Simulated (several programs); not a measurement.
**What each method gives for C (R-3m)**

C (R-3m) from a database structure, relaxed with r2SCAN+rVV10 in Ansatz, was computed with several methods. It is trigonal, R-3m (No. 166); conventional cell a = 2.455 Å, c = 20.743 Å, 9.02 Å³ an atom. C has 3 C at 1.42 Å. The values are computed, spin-unpolarised, and not measurements.

```cif
data_structure
_symmetry_space_group_name_H-M 'R-3m:H'
_symmetry_Int_Tables_number 166
_cell_length_a 2.4550
_cell_length_b 2.4550
_cell_length_c 20.7425
_cell_angle_alpha 90.000
_cell_angle_beta 90.000
_cell_angle_gamma 120.000
_cell_volume 108.27
loop_
_atom_site_label
_atom_site_type_symbol
_atom_site_symmetry_multiplicity
_atom_site_Wyckoff_symbol
_atom_site_fract_x
_atom_site_fract_y
_atom_site_fract_z
_atom_site_occupancy
C1 C 6 c 0.66667 0.33333 0.25245 1
C2 C 6 c 0.00000 0.00000 0.25245 1
```

Gaps and times are for a single point on this cell; volume and bulk modulus come from each method's own relaxation or energy curve at fixed shape, which is too stiff where a cell has free coordinates or axes. Times are rough, from shared hosts (AMD EPYC 7R13 Processor; Arm Neoverse V1; Arm Neoverse V2), and each method has its own mesh and cell size. A double dagger marks a value from a curve with shape and coordinates held. Gaps from k meshes are read at a limited set of points (mesh, symmetry points, PBE's band edges), so each method's own least gap may be somewhat smaller. Force fields have no electrons; where one was fitted to this phase, its volume and modulus reflect the fit. Minimal bases can be far off for gaps. Times of the plane-wave ladder aren't listed, since it ran on unlike processors and cards. Curves at held shape can't give the bulk modulus of a layered or molecular crystal, so none is listed. d marks a direct gap, i an indirect one (no mark: not told apart), a dash a value that wasn't computed or didn't pass its checks.

```csv
method,kind,gap (eV),own volume (Å³/atom),bulk modulus (GPa),atoms computed,processor time
PBE-D3(BJ),semilocal,–,9.18,–,4,–
r2SCAN+rVV10,semilocal,–,9.02,–,4,–
PBE-D4,semilocal,–,9.03,–,4,–
SiC_Erhart-Albe.tersoff (LAMMPS),force field,–,9.66,–,4,0.12 s
SiCGe.tersoff (LAMMPS),force field,–,9.50,–,4,0.12 s
BNC.tersoff (LAMMPS),force field,–,9.26,–,4,0.12 s
CH.rebo (LAMMPS),force field,–,9.06,–,4,0.14 s
light PBE (260 eV and a coarse mesh),light plane-wave,0,–,–,4,0.62 s
non-self-consistent DFTB (CP2K),tight binding,0.04 i,–,–,4,4.1 s
LDA,semilocal,0.01,–,–,4,–
PBE,semilocal,0.01,–,–,4,–
PBE/single zeta (GPAW),small basis,0.02 i,–,–,4,13 s
PBE0,hybrid,2.29 i,–,–,4,–
r2SCAN,semilocal,0.01,–,–,4,–
HSE06,hybrid,0.02,–,–,4,–
PBE/SZV (CP2K),small basis,0.03 i,9.43‡,–,4,43 s
PBE/DZVP (CP2K),small basis,0.01,9.19‡,–,4,69 s
```

Runs without a result: non-self-consistent DFTB (CP2K) (relaxation).

With PBE and r2SCAN the bands overlap or touch, or nearly. Semilocal functionals can close a real gap, so this doesn't show a metal; small gaps of other methods may in turn close between the points read or with spin-orbit coupling, and the solid may be a semimetal.
